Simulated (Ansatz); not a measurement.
Input and command of a calculation in Ansatz (plane waves; scalar-relativistic PAW potentials unless the input names others):

```yaml
crystal:
  lattice:
    - [0.0, 2.1477739041, 1.8256078185]
    - [2.1477739041, 0.0, 1.8256078185]
    - [2.1477739041, 2.1477739041, 0.0]
  atoms:
    - { symbol: Al, position: [0.5, 0.5, 0.5] }
    - { symbol: "N", position: [0.0, 0.0, 0.0] }
basis:
  ecutwfc: 420
kpoints:
  mp_grid: { grid: [10, 10, 10] }
hamiltonian:
  xc: pbesol
  pseudopotentials: { kind: paw_fr }
scf:
  occupations: { method: gaussian, width: 0.05 }
  mixing: { algorithm: anderson, beta: 0.05 }
output:
  forces: true
  eigenvalues: true
  stress: true
magnetization:
  noncollinear: true
  spin_orbit: true
```

```bash
ansatz run input.yaml --threads 1 --pin off --max-ram 2560MiB --backend cpu --events-out ev --progress --plain --runs-dir out
```

Abridged log:
```
Pseudopotentials: kind: paw_fr
Pseudopotential: Al, paw_fr, valence charge 3, recommended cutoff 420 eV (normal)#standard-fr
Pseudopotential: N, paw_fr, valence charge 5, recommended cutoff 420 eV (normal)#standard-fr
Functional definition: PBEsol
non-collinear run that drives no moment, with spin-orbit: no starting moment large enough to seed its density (crystal.atoms[].spin), no starting occupations that ask for one, no magnetisation constraint and no magnetic field, so the semilocal B_xc is pinned to zero
Crystal: 2 atoms, lattice volume = 16.843 Å³
Basis set: ecut = 420 eV, 331 PW (Γ), exchange–correlation on 40×40×48 points (8 copies of the dense FFT grid, shifted against one another)
Bands: 16, of which v1, the nominal top of the filled ones, is band 8 counted from 1 (7 counted from 0)
Symmetry: 16 space group operations + 16 with time reversal
Magnetic group: BNS 139.532 (UNI 1192), of the structure as read, at distance tolerance 2.6e-5 Å
k-points: 102 of 1000
Projection manifold: j_resolved (fully-relativistic pseudo-atomic orbitals)
Initial density: superposition of atomic densities (chi_scale 0.1, normalization cell, long waves kept (reshape's long-wave potential 0.00 eV rms))
Initial wavefunctions: pseudopotential atomic-orbital guess
Functional: x = pbesol(κ = 0.804, μ = 0.12345679), c = pbesol(β = 0.046)
SCF iter   1: F=—  HF=-906.573711 eV  |F-HF|=—  |Δ(HF+E_count)|=         —  Δρ=1.34e-1  dr2=3.39e0  dr2_m=0.00e0 (ungated) ethr=3.10e-3  |M|=0.00e0 ∫|m|=0.00e0 μB  |m|>n=0.0e0 m-floor=0.0e0 τ_xc=0.0e0  β_m=0.05  ⟨swp⟩=6.6  Hψ=7011  notcnv=0  defer=12
SCF iter   2: F=—  HF=-906.327067 eV  |F-HF|=—  |Δ(HF+E_count)|=   2.47e-1  Δρ=1.17e-1  dr2=2.61e0  dr2_m=0.00e0 (ungated) ethr=3.10e-3  |M|=0.00e0 ∫|m|=0.00e0 μB  |m|>n=0.0e0 m-floor=0.0e0 τ_xc=0.0e0  β_m=0.05  ⟨swp⟩=1.5  Hψ=1296  notcnv=0  defer=98  κ⁻¹=1.0e0(r=1)
SCF iter   3: F=—  HF=-905.502669 eV  |F-HF|=—  |Δ(HF+E_count)|=   8.24e-1  Δρ=4.12e-2  dr2=1.31e-1  dr2_m=0.00e0 (ungated) ethr=3.10e-3  |M|=0.00e0 ∫|m|=0.00e0 μB  |m|>n=0.0e0 m-floor=0.0e0 τ_xc=0.0e0  β_m=0.05  ⟨swp⟩=3.3  Hψ=1609  notcnv=0  defer=100  κ⁻¹=3.0e-6(r=2)
SCF iter   4: F=—  HF=-905.476939 eV  |F-HF|=—  |Δ(HF+E_count)|=   2.57e-2  Δρ=2.96e-2  dr2=7.70e-2  dr2_m=0.00e0 (ungated) ethr=1.64e-3  |M|=0.00e0 ∫|m|=0.00e0 μB  |m|>n=0.0e0 m-floor=0.0e0 τ_xc=0.0e0  β_m=0.05  ⟨swp⟩=2.1  Hψ=1395  notcnv=0  defer=298  κ⁻¹=1.0e-7(r=3)
SCF iter   5: F=—  HF=-905.452414 eV  |F-HF|=—  |Δ(HF+E_count)|=   2.45e-2  Δρ=3.91e-3  dr2=1.43e-3  dr2_m=0.00e0 (ungated) ethr=9.63e-4  |M|=0.00e0 ∫|m|=0.00e0 μB  |m|>n=0.0e0 m-floor=0.0e0 τ_xc=0.0e0  β_m=0.05  ⟨swp⟩=2.2  Hψ=1249  notcnv=0  defer=308  κ⁻¹=4.5e-8(r=4)
SCF iter   6: F=—  HF=-905.452370 eV  |F-HF|=—  |Δ(HF+E_count)|=   4.40e-5  Δρ=3.87e-3  dr2=1.36e-3  dr2_m=0.00e0 (ungated) ethr=1.79e-5  |M|=0.00e0 ∫|m|=0.00e0 μB  |m|>n=0.0e0 m-floor=0.0e0 τ_xc=0.0e0  β_m=0.05  ⟨swp⟩=1.0  Hψ=704  notcnv=0  defer=308  κ⁻¹=1.7e-8(r=5)
SCF iter   7: F=—  HF=-905.451962 eV  |F-HF|=—  |Δ(HF+E_count)|=   4.08e-4  Δρ=1.62e-3  dr2=2.05e-4  dr2_m=0.00e0 (ungated) ethr=1.70e-5  |M|=0.00e0 ∫|m|=0.00e0 μB  |m|>n=0.0e0 m-floor=0.0e0 τ_xc=0.0e0  β_m=0.05  ⟨swp⟩=2.0  Hψ=1025  notcnv=0  defer=308  κ⁻¹=2.3e-9(r=6)
SCF iter   8: F=—  HF=-905.451889 eV  |F-HF|=—  |Δ(HF+E_count)|=   7.34e-5  Δρ=4.40e-4  dr2=1.23e-5  dr2_m=0.00e0 (ungated) ethr=2.56e-6  |M|=0.00e0 ∫|m|=0.00e0 μB  |m|>n=0.0e0 m-floor=0.0e0 τ_xc=0.0e0  β_m=0.05  ⟨swp⟩=2.4  Hψ=1063  notcnv=0  defer=308  κ⁻¹=1.5e-10(r=7)
SCF iter   9: F=—  HF=-905.451886 eV  |F-HF|=—  |Δ(HF+E_count)|=   2.28e-6  Δρ=2.49e-4  dr2=7.05e-6  dr2_m=0.00e0 (ungated) ethr=1.53e-7  |M|=0.00e0 ∫|m|=0.00e0 μB  |m|>n=0.0e0 m-floor=0.0e0 τ_xc=0.0e0  β_m=0.05  ⟨swp⟩=1.0  Hψ=707  notcnv=0  defer=308  κ⁻¹=5.3e-11(r=7)
SCF iter  10: F=—  HF=-905.451884 eV  |F-HF|=—  |Δ(HF+E_count)|=   2.42e-6  Δρ=5.12e-5  dr2=2.39e-7  dr2_m=0.00e0 (ungated) ethr=8.81e-8  |M|=0.00e0 ∫|m|=0.00e0 μB  |m|>n=0.0e0 m-floor=0.0e0 τ_xc=0.0e0  β_m=0.05  ⟨swp⟩=2.3  Hψ=995  notcnv=0  defer=308  κ⁻¹=4.0e-11(r=7)
SCF iter  11: F=—  HF=-905.451884 eV  |F-HF|=—  |Δ(HF+E_count)|=   1.08e-8  Δρ=4.57e-5  dr2=1.88e-7  dr2_m=0.00e0 (ungated) ethr=1.25e-9  |M|=0.00e0 ∫|m|=0.00e0 μB  |m|>n=0.0e0 m-floor=0.0e0 τ_xc=0.0e0  β_m=0.05  ⟨swp⟩=8.2  Hψ=3619  notcnv=0  κ⁻¹=1.9e-12(r=7)
SCF iter  12: F=-905.451884 eV  HF=-905.451884 eV  |F-HF|=2.39e-8  |Δ(HF+E_count)|=   4.30e-8  Δρ=1.98e-5  dr2=3.52e-8  dr2_m=0.00e0 (ungated) ethr=1.25e-9  |M|=0.00e0 ∫|m|=0.00e0 μB  |m|>n=0.0e0 m-floor=0.0e0 τ_xc=0.0e0  ⟨swp⟩=2.9  Hψ=3189  notcnv=0
SCF 1 converged in 12 iterations: F = -905.451884 eV  dr2 = 3.52e-8
SCF converged after 12 iterations
Stability not checked: this state was not tested for a lower state beside it, because the mixer in use, unlike msr1, does not test its closes by its own steps (another_mixer; see scf.mixing.algorithm and scf.lower_state_search)
Magnetization: |M| = 0.0000 μB, M = (+0.0000, +0.0000, +0.0000) μB
Absolute magnetization: 0.0000 μB (∫|m|)
  site 0: m = (+0.0000, +0.0000, +0.0000) μB, |m| = 0.0000 μB  (R = 0.75 Å)
  site 1: m = (+0.0000, +0.0000, +0.0000) μB, |m| = 0.0000 μB  (R = 0.75 Å)
Free energy (F): -905.451884 eV
Harris-Foulkes:  -905.451884 eV  (|F-HF|=2.39e-8)
Internal energy: -905.451884 eV  (E = F + TS)
E sigma→0 (E₀):  -905.451884 eV
Fermi energy:    13.041302 eV
--- Forces (eV/Å), atoms counted from 1 ---
  atom   1  Al     0.00000000     0.00000000     0.00000000
  atom   2  N      0.00000000     0.00000000     0.00000000
--- Stress (GPa, compression-positive) ---
      -10.852129       0.000000       0.000000
        0.000000     -10.852129       0.000000
        0.000000       0.000000      49.097200
  P = ⅓ Tr σ = 9.1310 GPa (91.310 kbar)
```

Apart from outputs and empty bands, the input differs from a reference run on usual settings in hamiltonian.pseudopotentials: not typed → {"kind": "paw_fr"}; magnetization: not typed → {"noncollinear": true, "spin_orbit": true}; scf.mixing.algorithm: not typed → "anderson"; scf.mixing.beta: not typed → 0.05. The reference, at the same geometry (not necessarily relaxed), gave pressure 9.13 GPa, largest force 0.000 eV/Å, gap on the mesh 3.68 eV. This run converged in 12 SCF iterations (reference: 6) with a total energy on another zero (with these potentials totals step by a constant when spin–orbit coupling is switched, so their difference is no spin–orbit energy), pressure 9.13 GPa, largest force 0.000 eV/Å, gap on the mesh 3.68 eV.

Time: 5.6 s on 1 thread of Intel(R) Xeon(R) Platinum 8259CL CPU @ 2.50GHz (Skylake/Cascade Lake), on a shared host, peak memory 0.39 GiB.